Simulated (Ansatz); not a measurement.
Ligand exchange: C4H8O + CH5AlO3 → C3H6O2 + C2H7AlO2

Species: C4H8O (2-butanone) `CCC(C)=O`, singlet; CH5AlO3 `C[O][Al]([OH])[OH]`, singlet; C3H6O2 (propionic acid) `CCC(=O)O`, singlet; C2H7AlO2 `C[O][Al]([CH3])[OH]`, singlet. The partners trade CH3 for OH: C–CH3 and Al–OH bonds give way to C–OH and Al–CH3.

Shapes, held fixed at every level: PBE0-D4/def2-TZVP. Flexible molecules stand in one conformer, not always the lowest. Programs: Ansatz 0.2.0. Electronic energies: no zero-point or thermal term.

```csv
level,kind,ΔE (kJ/mol),less CCSD(T)/CBS estimate,CPU time (sum over the molecules)
r2SCAN-D4/def2-TZVPP,meta-GGA,+66.9,-16.0,74 s
B3LYP-D4/def2-TZVPP,global hybrid,+74.6,-8.3,66 s
wB97M-V/def2-TZVPP,range-separated hybrid,+70.0,-12.9,2.8 min
B2PLYP/def2-TZVPP,double hybrid,+77.2,-5.7,83 s
MP2/def2-TZVPP,perturbation theory,+83.4,+0.5,–
CCSD(T)/def2-TZVPP,coupled cluster or CI,+79.5,-3.4,42 min
CCSD(T)/CBS estimate,coupled cluster or CI,+82.9,0.0,48 min
```

The highest level, CCSD(T)/CBS estimate, gives ΔE = +82.9 kJ/mol; the levels span +66.9 to +83.4. The column of differences is taken from that level and isn't an error. No measured value is set beside it here. The CBS estimate extrapolates MP2 from def2-TZVPP and def2-QZVPP and adds CCSD(T) − MP2 in the triple-zeta set, cores frozen. Times are processor times on shared x86 and Arm servers, and rough.

The exchange is clearly uphill at every level, so the preference for hydroxide on aluminium and methyl on the acyl carbon doesn't depend on the method. Aluminium is strongly electropositive and Lewis acidic: its bond to oxygen is highly polar and probably gains a little from lone-pair donation into the formally empty Al 3p orbital, neither of which methyl can match. Conjugation between the new hydroxyl group and the carbonyl stabilises propionic acid, but recovers only part of that loss.

The density functionals all give a smaller penalty than the CBS estimate, though wB97M-V falls below B3LYP, so the gap doesn't close steadily with functional complexity. MP2's near coincidence with the estimate is largely a cancellation: in the same triple-zeta basis it lies above CCSD(T), +83.4 against +79.5 kJ/mol, while enlarging the basis raises the reaction energy by a similar amount. The energies describe isolated monomers; aggregation through bridging hydroxide or methoxide could shift the balance in condensed phases.
